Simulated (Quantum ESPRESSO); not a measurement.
Write the native input for Quantum ESPRESSO 7.5 that does the following.

* Task: band structure
* Functional: PBE
* Potentials or basis: GBRV 1.5 PBE
* Cutoff: 612 eV
* Density cutoff: 4898 eV
* k mesh: 13 × 13 × 13
* Occupations: fermi-dirac, width 0.05 eV
* Spin: no spin polarisation
* Mixing beta: 0.5
* Most SCF iterations: 120
* SCF threshold: 4e-10 Ry

Crystal: BN.

```
N B
1.0
     0.00000    1.81300    1.81300
     1.81300    0.00000    1.81300
     1.81300    1.81300    0.00000
N B
1 1
Cartesian
  0.9065 0.9065 0.9065
  0.0000 0.0000 0.0000
```

The cell is a database's computed one.

These files were run (other wordings do the same):

pw.in

```
&CONTROL
  calculation = 'scf'
  prefix = 'pwscf'
  outdir = './tmp'
  pseudo_dir = './pseudo'
  tprnfor = .true.
  tstress = .true.
  disk_io = 'low'
/
&SYSTEM
  ibrav = 0
  nat = 2
  ntyp = 2
  ecutwfc = 45
  ecutrho = 360
  nbnd = 9
  occupations = 'smearing'
  smearing = 'fd'
  degauss = 0.00367493
/
&ELECTRONS
  conv_thr = 4d-10
  electron_maxstep = 120
  mixing_beta = 0.5
/
ATOMIC_SPECIES
N     14.0070 n_pbe_v1.2.uspp.F.UPF
B     10.8100 b_pbe_v1.4.uspp.F.UPF
CELL_PARAMETERS angstrom
   0.0000000000    1.8130010000    1.8130010000
   1.8130010000    0.0000000000    1.8130010000
   1.8130010000    1.8130010000    0.0000000000
ATOMIC_POSITIONS crystal
N      0.2500000000    0.2500000000    0.2500000000
B      0.0000000000    0.0000000000    0.0000000000
K_POINTS automatic
13 13 13 0 0 0
```

bands.in

```
&CONTROL
  calculation = 'bands'
  prefix = 'pwscf'
  outdir = './tmp'
  pseudo_dir = './pseudo'
  disk_io = 'low'
  verbosity = 'high'
/
&SYSTEM
  ibrav = 0
  nat = 2
  ntyp = 2
  ecutwfc = 45
  ecutrho = 360
  nbnd = 9
  occupations = 'smearing'
  smearing = 'fd'
  degauss = 0.00367493
/
&ELECTRONS
  conv_thr = 1d-08
  electron_maxstep = 120
  mixing_beta = 0.5
  diago_full_acc = .true.
  startingwfc = 'random'
/
ATOMIC_SPECIES
N     14.0070 n_pbe_v1.2.uspp.F.UPF
B     10.8100 b_pbe_v1.4.uspp.F.UPF
CELL_PARAMETERS angstrom
   0.0000000000    1.8130010000    1.8130010000
   1.8130010000    0.0000000000    1.8130010000
   1.8130010000    1.8130010000    0.0000000000
ATOMIC_POSITIONS crystal
N      0.2500000000    0.2500000000    0.2500000000
B      0.0000000000    0.0000000000    0.0000000000
K_POINTS crystal
60
 0.0000000000  0.0000000000  0.0000000000 1
 0.0625000000  0.0000000000  0.0625000000 1
 0.1250000000  0.0000000000  0.1250000000 1
 0.1875000000  0.0000000000  0.1875000000 1
 0.2500000000  0.0000000000  0.2500000000 1
 0.3125000000  0.0000000000  0.3125000000 1
 0.3750000000  0.0000000000  0.3750000000 1
 0.4375000000  0.0000000000  0.4375000000 1
 0.5000000000  0.0000000000  0.5000000000 1
 0.5000000000  0.0625000000  0.5625000000 1
 0.5000000000  0.1250000000  0.6250000000 1
 0.5000000000  0.1875000000  0.6875000000 1
 0.5000000000  0.2500000000  0.7500000000 1
 0.4375000000  0.3125000000  0.7500000000 1
 0.3750000000  0.3750000000  0.7500000000 1
 0.3375000000  0.3375000000  0.6750000000 1
 0.3000000000  0.3000000000  0.6000000000 1
 0.2625000000  0.2625000000  0.5250000000 1
 0.2250000000  0.2250000000  0.4500000000 1
 0.1875000000  0.1875000000  0.3750000000 1
 0.1500000000  0.1500000000  0.3000000000 1
 0.1125000000  0.1125000000  0.2250000000 1
 0.0750000000  0.0750000000  0.1500000000 1
 0.0375000000  0.0375000000  0.0750000000 1
 0.0000000000  0.0000000000  0.0000000000 1
 0.0625000000  0.0625000000  0.0625000000 1
 0.1250000000  0.1250000000  0.1250000000 1
 0.1875000000  0.1875000000  0.1875000000 1
 0.2500000000  0.2500000000  0.2500000000 1
 0.3125000000  0.3125000000  0.3125000000 1
 0.3750000000  0.3750000000  0.3750000000 1
 0.4375000000  0.4375000000  0.4375000000 1
 0.5000000000  0.5000000000  0.5000000000 1
 0.5250000000  0.4500000000  0.5250000000 1
 0.5500000000  0.4000000000  0.5500000000 1
 0.5750000000  0.3500000000  0.5750000000 1
 0.6000000000  0.3000000000  0.6000000000 1
 0.6250000000  0.2500000000  0.6250000000 1
 0.5833333333  0.2500000000  0.6666666667 1
 0.5416666667  0.2500000000  0.7083333333 1
 0.5000000000  0.2500000000  0.7500000000 1
 0.5000000000  0.2857142857  0.7142857143 1
 0.5000000000  0.3214285714  0.6785714286 1
 0.5000000000  0.3571428571  0.6428571429 1
 0.5000000000  0.3928571429  0.6071428571 1
 0.5000000000  0.4285714286  0.5714285714 1
 0.5000000000  0.4642857143  0.5357142857 1
 0.5000000000  0.5000000000  0.5000000000 1
 0.4821428571  0.4821428571  0.5357142857 1
 0.4642857143  0.4642857143  0.5714285714 1
 0.4464285714  0.4464285714  0.6071428571 1
 0.4285714286  0.4285714286  0.6428571429 1
 0.4107142857  0.4107142857  0.6785714286 1
 0.3928571429  0.3928571429  0.7142857143 1
 0.3750000000  0.3750000000  0.7500000000 1
 0.6250000000  0.2500000000  0.6250000000 1
 0.5937500000  0.1875000000  0.5937500000 1
 0.5625000000  0.1250000000  0.5625000000 1
 0.5312500000  0.0625000000  0.5312500000 1
 0.5000000000  0.0000000000  0.5000000000 1
```

Potentials or basis: GBRV 1.5 PBE.

The run is started by

```bash
$ OMP_NUM_THREADS=1 pw.x -in pw.in > pw.out
$ OMP_NUM_THREADS=1 pw.x -in bands.in > bands.out
```

It gave:

```json
{"Pressure": "-0.5 GPa", "Band gap on the k mesh": "4.54 eV, indirect (least direct gap 8.78 eV)", "Band gap along the path": "4.46 eV, indirect (least direct gap 8.78 eV)"}
```

Wall time 15 s on 1 thread of Intel(R) Xeon(R) Platinum 8259CL CPU @ 2.50GHz (Skylake/Cascade Lake) (shared host), peak memory 0.09 GiB.
